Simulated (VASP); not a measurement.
# C (Diamond): input slips in a relaxation and what they do, part 2 of 2

Aim: see how common mistakes in a VASP relaxation show up, on C (Diamond). The starting structure is a measured crystal structure from the Crystallography Open Database. The first relaxation on each setting starts from this cell expanded by 3 % in volume.

VASP 6.6.1.

Results so far: reference 5.62 Å³ an atom; a cutoff far too low 4.98 Å³ an atom; an ionic step far too long 5.62 Å³ an atom.

## 5. Relaxation with a k mesh far too coarse

Level of this step: PBEsol; plane waves and PAW (C) (VASP).

A slip made on purpose: a k mesh far too coarse. Against step 2 the input has a 2×2×2 mesh (also changed: NELM, NCORE and KPAR).

File INCAR:

```
SYSTEM = C
PREC = Accurate
ENCUT = 520
EDIFF = 1E-06
NELM = 60
ISMEAR = 0
SIGMA = 0.03
LREAL = .FALSE.
ALGO = Normal
GGA = PS
NBANDS = 10
LORBIT = 11
LWAVE = .FALSE.
LCHARG = .FALSE.
NCORE = 8
IBRION = 2
NSW = 50
ISIF = 3
EDIFFG = -0.006
```

File POSCAR:

```
C
1.0
    0.0000000000      1.8010282771      1.8010282771
    1.8010282771      0.0000000000      1.8010282771
    1.8010282771      1.8010282771      0.0000000000
C
2
Direct
    0.7500000000      0.7500000000      0.7500000000
    0.5000000000      0.5000000000      0.5000000000
```

File KPOINTS:

```
Automatic mesh
0
Gamma
2 2 2
0 0 0
```

PAW data sets: C (PBE family, release 64).

The run is started by

```console
$ mpirun -np 8 vasp_std
```

What it wrote:

```text
[banner, memory and clock lines left out]
running    8 mpi-ranks, on    1 nodes
[...]
[... a notice as in an earlier step ...]

 [... a notice as in an earlier step ...]

 LDA part: xc-table for (Slater+PW92), standard interpolation
 POSCAR, INCAR and KPOINTS ok, starting setup
[...]
entering main loop
       N       E                     dE             d eps       ncg     rms          rms(c)
DAV:   1     0.302706787685E+01    0.30271E+01   -0.51985E+03    60   0.768E+02
DAV:   2    -0.166274108962E+02   -0.19654E+02   -0.18999E+02    72   0.123E+02
DAV:   3    -0.170206058622E+02   -0.39319E+00   -0.39267E+00    66   0.147E+01
DAV:   4    -0.170214376494E+02   -0.83179E-03   -0.83168E-03    68   0.779E-01
[...]
DAV:   9    -0.160535306586E+02   -0.49077E-04   -0.44264E-05    64   0.625E-02    0.376E-02
DAV:  10    -0.160535534080E+02   -0.22749E-04   -0.11621E-05    62   0.325E-02    0.900E-03
DAV:  11    -0.160535531926E+02    0.21540E-06   -0.16297E-07    42   0.408E-03
[...]
DAV:   5    -0.160470257892E+02    0.20141E-04   -0.74128E-06    60   0.290E-02    0.161E-02
DAV:   6    -0.160470241936E+02    0.15955E-05   -0.46929E-07    52   0.843E-03    0.308E-03
DAV:   7    -0.160470241380E+02    0.55637E-07   -0.21252E-08    30   0.141E-03
   2 F= -.16047024E+02 E0= -.16047024E+02  d E =0.652905E-02
 trial-energy change:    0.006529  1 .order    0.005233   -0.068658    0.079123
 step:   0.4516(harm=  0.4646)  dis= 0.00000  next Energy=   -16.068935 (dE=-0.154E-01)
[...]
N       E                     dE             d eps       ncg     rms          rms(c)
DAV:   1    -0.160754446027E+02   -0.28420E-01   -0.41291E-01    60   0.565E+00    0.566E-01
DAV:   2    -0.160707615214E+02    0.46831E-02   -0.49143E-03    60   0.592E-01    0.321E-01
DAV:   3    -0.160687264336E+02    0.20351E-02   -0.33320E-03    60   0.427E-01    0.576E-02
DAV:   4    -0.160687277716E+02   -0.13380E-05   -0.51098E-05    62   0.558E-02    0.452E-02
DAV:   5    -0.160687235837E+02    0.41879E-05   -0.22396E-06    60   0.159E-02    0.979E-03
DAV:   6    -0.160687238603E+02   -0.27658E-06   -0.11188E-07    30   0.429E-03
   3 F= -.16068724E+02 E0= -.16068724E+02  d E =-.151707E-01
[...]
reached required accuracy - stopping structural energy minimisation
```

Elapsed: 1.6 s, on 8 MPI ranks of AMD EPYC 7R43, shared host; peak memory 0.5 GiB; 6.6 s of CPU time.

OUTCAR, selected parts (step 5):

```text
  Total       -0.0076748     -0.0076748     -0.0076748      0.0000000      0.0000000      0.0000000
  in kB       -1.0196207     -1.0196207     -1.0196207      0.0000000      0.0000000      0.0000000
  external PRESSURE =      -1.0196207 kB  Pullay stress =       0.0000000 kB

 POSITION                                       TOTAL-FORCE (eV/Angst)
 -----------------------------------------------------------------------------------
      2.73020      2.73020      2.73020        -0.000000     -0.000000     -0.000000
      1.82014      1.82014      1.82014         0.000000      0.000000      0.000000
 -----------------------------------------------------------------------------------
    total drift:                                0.000000     -0.000000      0.000000

  FREE ENERGIE OF THE ION-ELECTRON SYSTEM (eV)
  ---------------------------------------------------
  free  energy   TOTEN  =       -16.0687238603 eV

  energy  without entropy=      -16.0687238603  energy(sigma->0) =      -16.06872386

[... 1 part as in an earlier step ...]

[... 3 further parts left out ...]
[key lines of the parts left out:]
E-fermi :   9.3808
```

With a k mesh far too coarse the cell ends at 6.030 Å³ an atom, +7.22 % from the reference; the bulk modulus is 403.0 GPa against 451.2 GPa.

## 6. Relaxation with one electron too many

A slip made on purpose: one electron too many. Against step 2 the input has NELECT = 9 (also changed: NELM).

INCAR, as its differences from that of step 5:

```diff
@@ -14,3 +14,3 @@
 LCHARG = .FALSE.
-NCORE = 8
+KPAR = 8
 IBRION = 2
@@ -19 +19,2 @@
 EDIFFG = -0.006
+NELECT = 9
```

POSCAR is that of step 5.

File KPOINTS:

```
Automatic mesh
0
Gamma
10 10 10
0 0 0
```

The run is started by

```console
$ mpirun -np 8 vasp_std
```

What it wrote:

```text
[... set-up lines as in an earlier step ...]
 entering main loop
       N       E                     dE             d eps       ncg     rms          rms(c)
DAV:   1     0.174170496340E+02    0.17417E+02   -0.53560E+03   964   0.831E+02
DAV:   2    -0.499687202433E+01   -0.22414E+02   -0.21189E+02  1336   0.141E+02
DAV:   3    -0.554893319904E+01   -0.55206E+00   -0.54992E+00  1082   0.174E+01
DAV:   4    -0.555022632162E+01   -0.12931E-02   -0.12930E-02  1044   0.102E+00
DAV:   5    -0.555022862017E+01   -0.22986E-05   -0.22984E-05  1060   0.375E-02BRMIX: very serious problems
 the old and the new charge density differ
 old charge density:     8.00000 new    9.00000
BRMIX: very serious problems
 the old and the new charge density differ
 old charge density:     8.00000 new    9.00000
BRMIX: very serious problems
 the old and the new charge density differ
 old charge density:     8.00000 new    9.00000
BRMIX: very serious problems
 the old and the new charge density differ
 old charge density:     8.00000 new    9.00000
BRMIX: very serious problems
 the old and the new charge density differ
[...]
DAV:   7    -0.448979585341E+01    0.19833E+00   -0.36860E-01  1068   0.497E+00    0.108E+00
DAV:   8    -0.448949861644E+01    0.29724E-03   -0.12947E-02  1112   0.100E+00    0.185E-01
DAV:   9    -0.448831444129E+01    0.11842E-02   -0.27249E-03   974   0.406E-01    0.148E-02
DAV:  10    -0.448832413077E+01   -0.96895E-05   -0.45873E-05  1048   0.705E-02    0.201E-02
DAV:  11    -0.448831744510E+01    0.66857E-05   -0.18916E-05   984   0.344E-02    0.337E-03
DAV:  12    -0.448831718915E+01    0.25596E-06   -0.36779E-07   526   0.566E-03
   1 F= -.44883172E+01 E0= -.44881814E+01  d E =-.448832E+01
[...]
2 F= -.89468906E+01 E0= -.89464910E+01  d E =-.445857E+01
[...]
3 F= -.91417368E+01 E0= -.91412641E+01  d E =-.465342E+01
[...]
4 F= -.92093658E+01 E0= -.92087535E+01  d E =-.472105E+01
[...]
5 F= -.92091596E+01 E0= -.92086043E+01  d E =-.472084E+01
[...]
6 F= -.92095900E+01 E0= -.92090564E+01  d E =-.430417E-03
 trial-energy change:   -0.000430  1 .order   -0.000424   -0.000798   -0.000050
 step:   1.0169(harm=  1.0202)  dis= 0.00000  next Energy=    -9.209592 (dE=-0.432E-03)
 reached required accuracy - stopping structural energy minimisation
```

The job ended after 5.4 s (8 MPI ranks; peak memory 0.73 GiB).

From OUTCAR (step 6):

```text
  Total       -0.0067298     -0.0067298     -0.0067298      0.0000000      0.0000000      0.0000000
  in kB       -0.4223758     -0.4223758     -0.4223758      0.0000000      0.0000000      0.0000000
  external PRESSURE =      -0.4223758 kB  Pullay stress =       0.0000000 kB

 POSITION                                       TOTAL-FORCE (eV/Angst)
 -----------------------------------------------------------------------------------
      3.50553      3.50553      3.50553         0.000000      0.000000     -0.000000
      2.33702      2.33702      2.33702        -0.000000     -0.000000      0.000000
 -----------------------------------------------------------------------------------
    total drift:                                0.000000     -0.000000      0.000000

  FREE ENERGIE OF THE ION-ELECTRON SYSTEM (eV)
  ---------------------------------------------------
  free  energy   TOTEN  =        -9.2095900356 eV

  energy  without entropy=       -9.2085227911  energy(sigma->0) =       -9.20905641

[... 2 parts as in an earlier step ...]

[... 2 further parts left out ...]
[key lines of the parts left out:]
E-fermi :   4.0535
```

With one electron too many the cell ends at 12.764 Å³ an atom, +126.95 % from the reference.

## 7. Comparison

```
                       run  volume (Å³/atom)  change (%)  bulk modulus (GPa)  pressure left (GPa)  core minutes
                 reference             5.624           -               451.2                  0.0         0.987
      a cutoff far too low             4.977      -11.51                   -                 0.01          0.24
an ionic step far too long             5.623       -0.02                   -                -0.01         0.667
   a k mesh far too coarse              6.03        7.22               403.0                 -0.1         0.213
     one electron too many            12.764      126.95                   -                -0.04          0.72
```

Core minutes are wall time times ranks, summed over the relaxations behind a row (those for a bulk modulus apart), on shared hosts.

## 8. Results

```yaml
volume_of_the_reference: 5.624 Å³/atom
volume_against_the_reference_a_cutoff_far_too_low: -11.51 %
volume_against_the_reference_an_ionic_step_far_too_long: -0.02 %
volume_against_the_reference_a_k_mesh_far_too_coarse: +7.22 %
volume_against_the_reference_one_electron_too_many: +126.95 %
```

In words: Finished, but with signs in the output that stand out against the reference: a cutoff far too low, with the volume changed by -11.5 % (signs: -89.4 GPa at the first ionic step (of the first relaxations, not shown; reference: -16.0 GPa) and an energy that rises by up to 1.4 eV an atom on the way); an ionic step far too long, with the volume changed by less than 0.1 % (signs: an energy that rises by up to 0.9 eV an atom on the way); a k mesh far too coarse, with the volume changed by +7.2 % (signs: a stress of up to 0.1 GPa and 13.4 GPa at the first ionic step (of the first relaxations, not shown; reference: -16.0 GPa)); one electron too many, with the volume changed by +127.0 % (signs: a warning on the charge density and 218.9 GPa at the first ionic step (of the first relaxations, not shown; reference: -16.0 GPa)). The reference was restarted once and the runs with a slip weren't, so their cells may not have settled fully. Further runs on this material are not shown.

[Lines on the potential files, build, host, timing and source positions are cut from VASP's logs without a mark.]

[Logs are printed without paths, hosts, clocks, repeated set-up lines and the standing remarks that a program may print on its own settings, such as how far it seeks lower states.]

[Hosts, paths, dates, database ids (printed as entryN), source tags and the programs' standing remarks are cut or masked in the printed files.]
